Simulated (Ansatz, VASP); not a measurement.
**MgI2: VASP beside Ansatz**

INCAR

```
PREC = Accurate
ENCUT = 520
EDIFF = 1E-6
ISMEAR = 0
SIGMA = 0.05
LREAL = F
LASPH = T
NELM = 60
ALGO = Normal
ISIF = 2
LWAVE = F
LCHARG = T
GGA = PE
LELF = T
LVHAR = T
NBANDS = 15
```

File KPOINTS:

```
Automatic mesh
0
Gamma
  6 6 4
```

The input POSCAR:

```
MgI2
1.0
    4.2950988506      0.0000000000      0.0000000000
   -2.1475494253      3.7196647164      0.0000000000
    0.0000000000      0.0000000000      7.9749240755
Mg I
1 2
Direct
    0.0000000000      0.0000000000      0.0000000000
    0.3333333333      0.6666666667      0.7858667836
    0.6666666667      0.3333333333      0.2141332164
```

Input for Ansatz:

```yaml
crystal:
  lattice:
    - [4.2950988506, 0.0, 0.0]
    - [-2.1475494253, 3.7196647164, 0.0]
    - [0.0, 0.0, 7.9749240755]
  atoms:
    - { symbol: Mg, position: [0.0, 0.0, 0.0] }
    - { symbol: I, position: [0.3333333333, 0.6666666667, 0.7858667836] }
    - { symbol: I, position: [0.6666666667, 0.3333333333, 0.2141332164] }
basis:
  ecutwfc: 520.0
kpoints:
  mp_grid: { grid: [6, 6, 4] }
hamiltonian:
  xc: pbe
scf:
  occupations: { method: gaussian, width: 0.05 }
output:
  forces: true
  stress: true
  eigenvalues: true
```

Alike in both runs: task single point; functional PBE; k mesh 6 × 6 × 4; occupations gaussian, width 0.05 eV; no spin polarisation.

|  | VASP | Ansatz |
| --- | --- | --- |
| version | VASP 6.6.1 | Ansatz 0.2.0 |
| potentials or method | VASP PAW PBE potentials, release 64 (Mg, I) | scalar-relativistic, plane waves, PAW |
| plane-wave cutoff (eV) | 520 | 520 |
| valence electrons in the cell | 16 | 44 |

|  | VASP | Ansatz | Ansatz less VASP |
| --- | --- | --- | --- |
| gap on the k mesh at the Fermi level (eV) | 3.50 | 3.51 | +0.016 |
| least direct gap on the mesh (eV) | 3.50 | 3.51 | +0.016 |
| pressure (GPa) | -1.4 | -1.3 | +0.05 |
| largest component of the traceless stress (GPa) | 0.11 | 0.10 | -0.005 |
| rms of the force components (eV/Å) | 0.135 | 0.131 | -0.0044 |

Atom by atom the forces differ by 0.004 eV/Å (rms over components). The two sets of potentials don't hold the same shells in valence.

Caveats: spin-orbit coupling is left out, which moves the levels of the heavy elements; this functional lacks dispersion, which binds the layers, so the pressure and a relaxed spacing across them are unreliable. A k mesh can miss the band edges.
